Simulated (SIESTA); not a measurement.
The system is BaF2 (Frankdicksonite).

```
CELL_PARAMETERS angstrom
0.00000 3.10005 3.10005
3.10005 0.00000 3.10005
3.10005 3.10005 0.00000
ATOMIC_POSITIONS crystal
Ba 0.00000 0.00000 0.00000
F 0.75000 0.75000 0.75000
F 0.25000 0.25000 0.25000
```

Program: SIESTA 5.4.2. Alike in all runs: task band structure; no spin polarisation; cell as given; k mesh 8 × 8 × 8; smearing fermi-dirac 0.05 eV; grid cutoff 800 Ry; energy shift 0.003 Ry.

**Question.** Order these runs on this cell by their band gap on the k mesh, lowest first.
A. level BLYP; potentials or basis PseudoDojo 0.4 standard (PBE files), DZP (energy shift 0.003 Ry; two zetas on semicore shells; d shell added on Ba)
B. level LDA; potentials or basis PseudoDojo 0.4 standard (LDA files), DZP (energy shift 0.003 Ry; two zetas on semicore shells; d shell added on Ba)
C. level RPBE; potentials or basis PseudoDojo 0.4 standard (PBE files), DZP (energy shift 0.003 Ry; two zetas on semicore shells; d shell added on Ba)

**Answer.** B (6.42 eV), A (6.84 eV), C (7.05 eV).

Caveats: spin-orbit coupling is left out, which moves the levels of the heavy elements; the basis of atomic orbitals isn't converged, which shifts pressures, moduli and gaps.

